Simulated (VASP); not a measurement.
# InPd (Pm-3m) in VASP: further runs

Runs on InPd. Level: r2SCAN. Tasks: single point.

Everything below comes from runs of VASP 6.6.1. Logs are shortened: lines on timing, memory, paths and dates and some standing lists are left out, and cuts for length are marked.

**1. The structure**

Symmetry: Pm-3m, No. 221, cubic system. The conventional cell has a = 3.272 Å, b = 3.272 Å, c = 3.272 Å, α = 90.00°, β = 90.00°, γ = 90.00°. In (site symmetry m-3m) is surrounded by 8 Pd at 2.83 Å. Pd (site symmetry m-3m) is surrounded by 8 In at 2.83 Å.

The cell comes from a database or a generator and needn't be the stable form of this composition.

**2. Single point, r2SCAN**

INCAR

```
  PREC = Accurate
  ENCUT = 400
  EDIFF = 1E-6
  ISMEAR = 0
  SIGMA = 0.15
  LREAL = F
  LASPH = T
  NELM = 100
  ALGO = Normal
  ISIF = 2
  LWAVE = F
  LCHARG = F
  METAGGA = R2SCAN
  LMIXTAU = T
  ADDGRID = F
```

KPOINTS

```
regular mesh
0
Gamma
  3 3 3
```

POSCAR

```
InPd
1.0
    3.2718847800      0.0000000000      0.0000000000
    0.0000000000      3.2718847800      0.0000000000
    0.0000000000      0.0000000000      3.2718847800
In Pd
1 1
Direct
    0.0076950000     -0.0345290000      0.0307480000
    0.5133770000      0.5169540000      0.5028010000
```

Potentials or basis: VASP PAW PBE potentials, release 64 (In_d, Pd).

Launch:

```console
$ cat potpaw_PBE.64/In_d/POTCAR potpaw_PBE.64/Pd/POTCAR > POTCAR
$ mpirun -np 1 vasp_std > vasp.out
```

OUTCAR:

```text
PREC = Accurate
   ENCUT = 400
   EDIFF = 1E-6
   ISMEAR = 0
   LREAL = F
   LASPH = T
   NELM = 100
   ISIF = 2
   METAGGA = R2SCAN

 Found     14 irreducible k-points:

 Following reciprocal coordinates:
            Coordinates               Weight
  0.000000  0.000000  0.000000      1.000000
  0.333333  0.000000  0.000000      2.000000
  0.000000  0.333333  0.000000      2.000000
  0.000000  0.000000  0.333333      2.000000
  0.333333  0.333333  0.000000      2.000000
  0.000000  0.333333  0.333333      2.000000
   k-points           NKPTS =     14   k-points in BZ     NKDIM =     14   number of bands    NBANDS=     15
   number of dos      NEDOS =    301   number of ions     NIONS =      2
   total plane-waves  NPLWV =  13824
   dimension x,y,z NGX =    24 NGY =   24 NGZ =   24
   dimension x,y,z NGXF=    48 NGYF=   48 NGZF=   48
   ions per type =               1   1
   NGX,Y,Z   is equivalent  to a cutoff of  12.19, 12.19, 12.19 a.u.
   NGXF,Y,Z  is equivalent  to a cutoff of  24.39, 24.39, 24.39 a.u.
 SYSTEM =  unknown system
   PREC   = accura    normal or accurate (medium, high low for compatibility)
   ISTART =      0    job   : 0-new  1-cont  2-samecut
   ICHARG =      2    charge: 1-file 2-atom 10-const
   ISPIN  =      1    spin polarized calculation?
   LNONCOLLINEAR =      F non collinear calculations
   LSORBIT =      F    spin-orbit coupling
   LASPH  =      T    aspherical Exc in radial PAW
   ENCUT  =  400.0 eV  29.40 Ry    5.42 a.u.   5.34  5.34  5.34*2*pi/ulx,y,z
   NELM   =    100;   NELMIN=  2; NELMDL= -5     # of ELM steps
   EDIFF  = 0.1E-05   stopping-criterion for ELM
   LREAL  =      F    real-space projection
   EDIFFG = 0.1E-04   stopping-criterion for IOM
   NSW    =      0    number of steps for IOM
   IBRION =     -1    ionic relax: 0-MD 1-quasi-New 2-CG
   NFREE  =      0    steps in history (QN), initial steepest desc. (CG)
   ISIF   =      2    stress and relaxation
   ISYM   =      2    0-nonsym 1-usesym 2-fastsym
   POTIM  = 0.5000    time-step for ionic-motion
   TEBEG  =    0.0;   TEEND  =   0.0 temperature during run
   PSTRESS=    0.0 pullay stress
   NELECT =      23.0000    total number of electrons
   NUPDOWN=      -1.0000    fix difference up-down
   EMIN   =  10.00;   EMAX   =-10.00  energy-range for DOS
   EFERMI =   0.00;   METHOD = LEGACY
   ISMEAR =     0;   SIGMA  =   0.15  broadening in eV -4-tet -1-fermi 0-gaus
   EFERMI_NEDOS =   21; number of points for ismear=-14 and -15
   IALGO  =     38    algorithm
   IMIX   =      4    mixing-type and parameters
     AMIX     =   0.40;   BMIX     =  1.00
     AMIX_MAG =   1.60;   BMIX_MAG =  1.00
  volume/ion in A,a.u.               =      17.51       118.18
  Fermi-wavevector in a.u.,A,eV,Ry     =   1.422938  2.688964 27.548447  2.024754
  Thomas-Fermi vector in A             =   2.543589
   LORBIT       =      0    0 simple, 1 ext, 2 COOP (PROOUT), +10 PAW based schemes
   METAGGA = R2SCAN    functional components
   LHFCALC =     F    Hartree Fock is set to
   AEXX    =    0.0000 exact exchange contribution
   IVDW    =     0    specifies the selected vdW correction
   LEPSILON=     F    determine dielectric tensor
   LRPA    =     F    only Hartree local field effects (RPA)
 non-spin polarized calculation
 Gauss-broadening in eV      SIGMA  =   0.15
  energy-cutoff  :      400.00
  volume of cell :       35.03
 maximum number of plane-waves:       639
 NGX is ok and might be reduce to    24
   NGX = 11   NGY = 11   NGZ = 11

 number of electron      23.0000015 magnetization

 Free energy of the ion-electron system (eV)
  ---------------------------------------------------
  ext. energy  EPLUGINS =         0.00000000
  ---------------------------------------------------
  free energy    TOTEN  =       -46.39249352 eV

  energy without entropy =      -46.35678116  energy(sigma->0) =      -46.37463734

 E-fermi :  10.3257     XC(G=0): -13.2477

 val. band max:       10.2986387600   @ k =  -0.3333   0.0000   0.3333
 cond. band min:      12.4341468465   @ k =   0.0000   0.3333   0.3333
 fundamental gap:      2.1355080865
 Fermi energy:        10.3256518284

 k-point     1 :       0.0000    0.0000    0.0000
  band No.  band energies     occupation
      1      -5.1190      2.00000
      2      -5.1155      2.00000
      3      -4.7098      2.00000
      4      -4.6912      2.00000
      5      -4.6853      2.00000
      6      -0.0443      2.00000
      7       6.2517      2.00000
      8       6.2662      2.00000
      9       7.8506      2.00000
     10       7.8602      2.00000
     11       7.8636      2.00000
     12      14.9281      0.00000
     13      14.9670      0.00000
     14      15.0656      0.00000
     15      20.4141      0.00000

 k-point     2 :       0.3333    0.0000    0.0000
  band No.  band energies     occupation
      1      -5.0739      2.00000
      2      -4.8406      2.00000
      3      -4.7911      2.00000
      4      -4.7747      2.00000
      5      -4.6720      2.00000
      6       1.7729      2.00000
      7       5.8469      2.00000
      8       6.3032      2.00000
      9       7.0806      2.00000
     10       7.1316      2.00000
     11       7.8359      2.00000
     12       9.7669      2.00000
     13      17.9388      0.00000
     14      18.0141      0.00000
     15      20.7314      0.00000

 k-point     3 :       0.0000    0.3333    0.0000
  band No.  band energies     occupation
      1      -5.0739      2.00000
      2      -4.8433      2.00000
      3      -4.7802      2.00000
      4      -4.7767      2.00000
      5      -4.6758      2.00000
      6       1.7616      2.00000
      7       5.8561      2.00000
      8       6.2933      2.00000
      9       7.0841      2.00000
     10       7.1032      2.00000
     11       7.8104      2.00000
     12       9.8253      2.00000
     13      17.9488      0.00000
     14      17.9640      0.00000
     15      20.8031      0.00000

 k-point     4 :       0.0000    0.0000    0.3333
  band No.  band energies     occupation
      1      -5.0740      2.00000
      2      -4.8413      2.00000
      3      -4.7855      2.00000
      4      -4.7786      2.00000
      5      -4.6725      2.00000
      6       1.7697      2.00000
      7       5.8499      2.00000
      8       6.3003      2.00000
      9       7.0698      2.00000
     10       7.1347      2.00000
     11       7.8286      2.00000
     12       9.7844      2.00000
     13      17.9468      0.00000
     14      17.9967      0.00000
     15      20.7342      0.00000

 k-point     5 :       0.3333    0.3333    0.0000
  band No.  band energies     occupation
      1      -4.9618      2.00000
      2      -4.9457      2.00000
      3      -4.8052      2.00000
      4      -4.7853      2.00000
      5      -4.6469      2.00000
      6       3.1506      2.00000
      7       5.9377      2.00000
      8       6.9623      2.00000
      9       7.0964      2.00000
     10       7.2983      2.00000
     11       7.5437      2.00000
     12      10.2901      1.26261
     13      12.4777      0.00000
     14      16.8098      0.00000
     15      19.6447      0.00000

 k-point     6 :       0.0000    0.3333    0.3333
  band No.  band energies     occupation
      1      -4.9628      2.00000
      2      -4.9451      2.00000
      3      -4.8200      2.00000
      4      -4.7747      2.00000
      5      -4.6483      2.00000
      6       3.1552      2.00000
      7       5.9418      2.00000
      8       6.9512      2.00000
      9       7.1404      2.00000
     10       7.2969      2.00000
     11       7.5392      2.00000
     12      10.2870      1.28460
     13      12.4341      0.00000
     14      16.8248      0.00000
     15      19.6450      0.00000

 [... further k-points ...]

------------------------ aborting loop because EDIFF is reached ----------------------------------------

  FORCE on cell =-STRESS in cart. coord.  units (eV):
  Direction    XX          YY          ZZ          XY          YZ          ZX
  --------------------------------------------------------------------------------------
  -------------------------------------------------------------------------------------
  Total        0.3016494      0.1567262      0.2534095      0.0682233     -0.3241411     -0.0401268
  in kB       13.7980913      7.1689943     11.5914954      3.1206790    -14.8269105     -1.8354847
  external PRESSURE =      10.8528603 kB  Pullay stress =       0.0000000 kB

 VOLUME and BASIS-vectors are now :
 -----------------------------------------------------------------------------
  energy-cutoff  :      400.00
  volume of cell :       35.03
      direct lattice vectors                 reciprocal lattice vectors
     3.271884780  0.000000000  0.000000000     0.305634234  0.000000000  0.000000000
     0.000000000  3.271884780  0.000000000     0.000000000  0.305634234  0.000000000
     0.000000000  0.000000000  3.271884780     0.000000000  0.000000000  0.305634234

 POSITION                                       TOTAL-FORCE (eV/Angst)
 -----------------------------------------------------------------------------------
      0.02518      3.15891      0.10060         0.095254      0.758220     -0.449455
      1.67971      1.69141      1.64511        -0.095254     -0.758220      0.449455
 -----------------------------------------------------------------------------------
    total drift:                                0.001175      0.002579     -0.000828

  FREE ENERGIE OF THE ION-ELECTRON SYSTEM (eV)
  ---------------------------------------------------
  free  energy   TOTEN  =       -46.3924935203 eV

  energy  without entropy=      -46.3567811579  energy(sigma->0) =      -46.37463734
```

Run time: 12 s. Hardware: 1 thread of Intel Xeon 6975P-C (Granite Rapids), shared host; peak memory 0.14 GiB.

These settings aren't checked as converged: the numbers below hold their error.

Results:

| Item | Value |
| --- | --- |
| Free energy | -46.3925 eV |
| Pressure | 1.1 GPa |
| Largest force | 0.887 eV/Å |
| Band gap on the k mesh | none (metal or under the smearing width) |

Caveat: the k mesh is coarse (spacing up to 0.64 Å⁻¹), so the values aren't converged; the PAW data sets were made with another functional, which shifts forces and pressure a little.

**3. Single point, r2SCAN**

INCAR: that of step 2 with these lines changed.

```diff
@@ -1,3 +1,3 @@
   PREC = Accurate
-  ENCUT = 400
+  ENCUT = 500
   EDIFF = 1E-6
```

KPOINTS is that of step 2.

POSCAR

```
InPd
1.0
    3.2718847800      0.0000000000      0.0000000000
    0.0000000000      3.2718847800      0.0000000000
    0.0000000000      0.0000000000      3.2718847800
In Pd
1 1
Direct
    0.0000000000      0.0000000000      0.0000000000
    0.5000000000      0.5000000000      0.5000000000
```

Potentials or basis: VASP PAW PBE potentials, release 64 (In_d, Pd).

Launch:

```console
$ cat potpaw_PBE.64/In_d/POTCAR potpaw_PBE.64/Pd/POTCAR > POTCAR
$ mpirun -np 1 vasp_std > vasp.out
```

OUTCAR:

```text
PREC = Accurate
   ENCUT = 500
   EDIFF = 1E-6
   ISMEAR = 0
   LREAL = F
   LASPH = T
   NELM = 100
   ISIF = 2
   METAGGA = R2SCAN

 Found      4 irreducible k-points:

 Following reciprocal coordinates:
            Coordinates               Weight
  0.000000  0.000000  0.000000      1.000000
  0.333333  0.000000  0.000000      6.000000
  0.333333  0.333333  0.000000     12.000000
  0.333333  0.333333  0.333333      8.000000
   k-points           NKPTS =      4   k-points in BZ     NKDIM =      4   number of bands    NBANDS=     15
   number of dos      NEDOS =    301   number of ions     NIONS =      2
   total plane-waves  NPLWV =  13824
   dimension x,y,z NGX =    24 NGY =   24 NGZ =   24
   dimension x,y,z NGXF=    48 NGYF=   48 NGZF=   48
   ions per type =               1   1
   NGX,Y,Z   is equivalent  to a cutoff of  12.19, 12.19, 12.19 a.u.
   NGXF,Y,Z  is equivalent  to a cutoff of  24.39, 24.39, 24.39 a.u.
 SYSTEM =  unknown system
   PREC   = accura    normal or accurate (medium, high low for compatibility)
   ISTART =      0    job   : 0-new  1-cont  2-samecut
   ICHARG =      2    charge: 1-file 2-atom 10-const
   ISPIN  =      1    spin polarized calculation?
   LNONCOLLINEAR =      F non collinear calculations
   LSORBIT =      F    spin-orbit coupling
   LASPH  =      T    aspherical Exc in radial PAW
   ENCUT  =  500.0 eV  36.75 Ry    6.06 a.u.   5.97  5.97  5.97*2*pi/ulx,y,z
   NELM   =    100;   NELMIN=  2; NELMDL= -5     # of ELM steps
   EDIFF  = 0.1E-05   stopping-criterion for ELM
   LREAL  =      F    real-space projection
   EDIFFG = 0.1E-04   stopping-criterion for IOM
   NSW    =      0    number of steps for IOM
   IBRION =     -1    ionic relax: 0-MD 1-quasi-New 2-CG
   NFREE  =      0    steps in history (QN), initial steepest desc. (CG)
   ISIF   =      2    stress and relaxation
   ISYM   =      2    0-nonsym 1-usesym 2-fastsym
   POTIM  = 0.5000    time-step for ionic-motion
   TEBEG  =    0.0;   TEEND  =   0.0 temperature during run
   PSTRESS=    0.0 pullay stress
   NELECT =      23.0000    total number of electrons
   NUPDOWN=      -1.0000    fix difference up-down
   EMIN   =  10.00;   EMAX   =-10.00  energy-range for DOS
   EFERMI =   0.00;   METHOD = LEGACY
   ISMEAR =     0;   SIGMA  =   0.15  broadening in eV -4-tet -1-fermi 0-gaus
   EFERMI_NEDOS =   21; number of points for ismear=-14 and -15
   IALGO  =     38    algorithm
[... 17 lines left out ...]
 maximum number of plane-waves:       895
 NGX is ok and might be reduce to    24
   NGX = 11   NGY = 11   NGZ = 11

 number of electron      22.9999997 magnetization

 Free energy of the ion-electron system (eV)
  ---------------------------------------------------
  ext. energy  EPLUGINS =         0.00000000
  ---------------------------------------------------
  free energy    TOTEN  =       -46.47441811 eV

  energy without entropy =      -46.43866715  energy(sigma->0) =      -46.45654263

 E-fermi :  10.3061     XC(G=0): -13.2603

 val. band max:       10.2723390646   @ k =   0.3333   0.3333   0.0000
 cond. band min:      12.4867979638   @ k =   0.3333   0.3333   0.0000
 fundamental gap:      2.2144588992
 Fermi energy:        10.3061359250

 k-point     1 :       0.0000    0.0000    0.0000
  band No.  band energies     occupation
      1      -5.1175      2.00000
      2      -5.1175      2.00000
      3      -4.6955      2.00000
      4      -4.6955      2.00000
      5      -4.6955      2.00000
      6      -0.0478      2.00000
      7       6.3011      2.00000
      8       6.3011      2.00000
      9       7.8943      2.00000
     10       7.8943      2.00000
     11       7.8943      2.00000
     12      14.9019      0.00000
     13      14.9019      0.00000
     14      14.9019      0.00000
[... 41 lines left out ...]
      2      -4.9079      2.00000
      3      -4.9079      2.00000
      4      -4.6379      2.00000
      5      -4.6379      2.00000
      6       4.0363      2.00000
      7       5.9326      2.00000
      8       5.9326      2.00000
      9       7.7391      2.00000
     10       7.7391      2.00000
     11       8.6397      2.00000
     12      12.6145      0.00000
     13      13.0945      0.00000
     14      13.0945      0.00000
     15      17.5776      0.00000

------------------------ aborting loop because EDIFF is reached ----------------------------------------

  FORCE on cell =-STRESS in cart. coord.  units (eV):
  Direction    XX          YY          ZZ          XY          YZ          ZX
  --------------------------------------------------------------------------------------
  -------------------------------------------------------------------------------------
  Total       -0.1429201     -0.1429201     -0.1429201      0.0000000      0.0000000     -0.0000000
  in kB       -6.5374740     -6.5374740     -6.5374740      0.0000000      0.0000000     -0.0000000
  external PRESSURE =      -6.5374740 kB  Pullay stress =       0.0000000 kB

 VOLUME and BASIS-vectors are now :
 -----------------------------------------------------------------------------
  energy-cutoff  :      500.00
  volume of cell :       35.03
      direct lattice vectors                 reciprocal lattice vectors
     3.271884780  0.000000000  0.000000000     0.305634234  0.000000000  0.000000000
     0.000000000  3.271884780  0.000000000     0.000000000  0.305634234  0.000000000
     0.000000000  0.000000000  3.271884780     0.000000000  0.000000000  0.305634234

 POSITION                                       TOTAL-FORCE (eV/Angst)
 -----------------------------------------------------------------------------------
      0.00000      0.00000      0.00000         0.000000      0.000000      0.000000
      1.63594      1.63594      1.63594         0.000000      0.000000      0.000000
 -----------------------------------------------------------------------------------
    total drift:                                0.000000      0.000000     -0.000000

  FREE ENERGIE OF THE ION-ELECTRON SYSTEM (eV)
  ---------------------------------------------------
  free  energy   TOTEN  =       -46.4744181057 eV

  energy  without entropy=      -46.4386671507  energy(sigma->0) =      -46.45654263
```

It took 10 s on 1 thread of Intel Xeon 6975P-C (Granite Rapids), shared host; peak memory 0.13 GiB.

The run converged, but some of its settings lie outside the range that counts as converged, so its numbers aren't taken as properties of the crystal.

What came out:

```
Free energy            : -46.4744 eV
Pressure               : -0.7 GPa
Band gap on the k mesh : none (metal or under the smearing width)
```

Caveat: the k mesh is coarse (spacing up to 0.64 Å⁻¹), so the values aren't converged; the PAW data sets were made with another functional, which shifts forces and pressure a little.

(Continued in part 2 of 2.)
